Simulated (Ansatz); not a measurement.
Crystal: Be.

```
Be
1.0
     3.74681    0.00000    0.00000
     0.00000    3.74681    0.00000
     0.00000    0.00000    2.28128
Be
4
Direct
  0.79741 0.20259 0.50000
  0.20259 0.79741 0.50000
  0.70259 0.70259 0.00000
  0.29741 0.29741 0.00000
```

This isn't the form of Be at room conditions, which is hcp.

| Quantity | Value |
| --- | --- |
| Program | Ansatz 0.2.0 |
| Task | single point |
| Functional | PBE |
| Potentials or basis | Ansatz PAW |
| Cutoff | 420 eV (not typed: the program's choice for these potentials) |
| k mesh | 7 × 7 × 12 |
| Occupations | fermi-dirac, width 0.05 eV |
| Spin | no spin polarisation |

On this cell: pressure 0.0 GPa; largest force 0.006 eV/Å; band gap on the k mesh none (metal or under the smearing width).

The same run follows on a disturbed copy (atoms moved at random, drawn with an rms of 0.05 Å):

```xyz
4
Lattice="3.7468 0.0000 0.0000 0.0000 3.7468 0.0000 0.0000 0.0000 2.2813" Properties=species:S:1:pos:R:3 pbc="T T T"
Be    2.9629    0.7835    1.1674
Be    0.6944    2.9890    1.0997
Be    2.6691    2.6387   -0.0121
Be    1.1074    1.0974    0.0201
```

Question: What changes?

Answer: The energy (extrapolated to zero smearing) moves by +11.8 meV/atom; pressure 0.4 GPa; largest force 0.687 eV/Å; band gap on the k mesh none (metal or under the smearing width).

Forces in eV/Å, atoms in the order of the input:
```
Be   0.123 -0.112 -0.197
Be   0.577 -0.073  0.330
Be  -0.685  0.000  0.056
Be  -0.015  0.186 -0.189
```

Stress tensor (GPa, compression positive):
```
 1.75  0.40 -0.42
 0.40 -0.13  0.25
-0.42  0.25 -0.49
```
